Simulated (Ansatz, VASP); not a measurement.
One calculation of NaF, two programs

```xyz
2
Lattice="0.0000 -2.3146 -2.3146 2.3146 0.0000 -2.3146 2.3146 -2.3146 0.0000" Properties=species:S:1:pos:R:3 pbc="T T T"
Na    0.0000    0.0000    0.0000
F     2.3146   -2.3146   -2.3146
```

Alike in both runs: functional PBEsol; k mesh 8 × 8 × 8; occupations gaussian, width 0.02 eV; no spin polarisation.

Ansatz relaxed the structure, and its values are those at the end. VASP's run is a single point on that final structure, the one shown.

|  | VASP | Ansatz |
| --- | --- | --- |
| version | VASP 6.6.1 | Ansatz 0.2.0 |
| potentials or method | VASP PAW PBE potentials, release 64 (Na_pv, F) | scalar-relativistic, plane waves, PAW |
| plane-wave cutoff (eV) | 520 | 420 |
| valence electrons in the cell | 14 | 16 |

```tsv
	VASP	Ansatz	Ansatz less VASP
gap on the k mesh at the Fermi level (eV)	6.18	6.20	+0.021
least direct gap on the mesh (eV)	6.18	6.20	+0.021
pressure (GPa)	-0.1	0.0	+0.08
```

With one functional, cell and mesh, what is left measures potentials, basis and numerics. The two sets of potentials don't hold the same shells in valence.

Caveats: the PAW data sets were made with another functional, which shifts forces and pressure a little (VASP). Expect the measured gap to be larger: semilocal functionals such as PBEsol lack the derivative discontinuity.
